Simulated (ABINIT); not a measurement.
Co:

```
Co
1.0
     2.47200    0.00000    0.00000
    -1.23600    2.14081    0.00000
     0.00000    0.00000    4.02114
Co
2
Direct
  0.66667 0.33333 0.75000
  0.33333 0.66667 0.25000
```

Base run:

```yaml
Program: ABINIT 10.8.3 (patched build)
Functional: PBE
Potentials_or_basis: JTH PAW PBE v2.0
Cutoff: 707 eV
k_mesh: 12 × 12 × 7
Occupations: fermi-dirac, width 0.05 eV
Spin: collinear spin, ferrimagnetic start
Starting_moments: "[2.0, -1.0] μB"
```

Its results: band gap on the k mesh none (metal or under the smearing width); pressure -2.4 GPa.

Problem. After a change of settings the same cell gave: band gap on the k mesh none (metal or under the smearing width); pressure -6.6 GPa. Which change was it?
A. spin from collinear spin, ferrimagnetic start to collinear spin, antiferromagnetic start; moments at the start from [2.0, -1.0] to [2.0, -2.0]
B. spin from collinear spin, ferrimagnetic start to collinear spin, ferromagnetic start; moments at the start from [2.0, -1.0] to [2.0, 2.0]
C. spin from collinear spin, ferrimagnetic start to no spin polarisation
D. spin from collinear spin, ferrimagnetic start to collinear spin, ferromagnetic start; moments at the start from [2.0, -1.0] to [5.0, 5.0]

Solution. C.
